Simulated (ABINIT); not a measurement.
Crystal: CsSnBr3.

```xyz
5
Lattice="5.8390 0.0000 0.0000 0.0000 5.8390 0.0000 0.0000 0.0000 5.8390" Properties=species:S:1:pos:R:3 pbc="T T T"
Cs    0.0000    0.0000    0.0000
Sn    2.9195    2.9195    2.9195
Br    0.0000    2.9195    2.9195
Br    2.9195    2.9195    0.0000
Br    2.9195    0.0000    2.9195
```

The cell is a database's computed one.

Program: ABINIT 10.8.3 (patched build). Alike in all runs: level LDA; potentials or basis JTH PAW LDA v2.0; no spin polarisation; cell as given; cutoff (eV) 544; smearing fermi-dirac 0.05 eV.

**Question.** Order these runs on this cell by their band gap on the k mesh, lowest first.
A. k mesh 5 × 5 × 5
B. k mesh 6 × 6 × 6
C. k mesh 3 × 3 × 3

**Answer.** B (0.44 eV), A (1.84 eV), C (3.23 eV).

Caveats: spin-orbit coupling is left out, which moves the levels of the heavy elements; an odd mesh through Γ misses points on the zone boundary, where band edges often lie (some runs).

A k mesh can miss the band edges, odd and even meshes differently.

Runs at the PBE level aren't shown here.
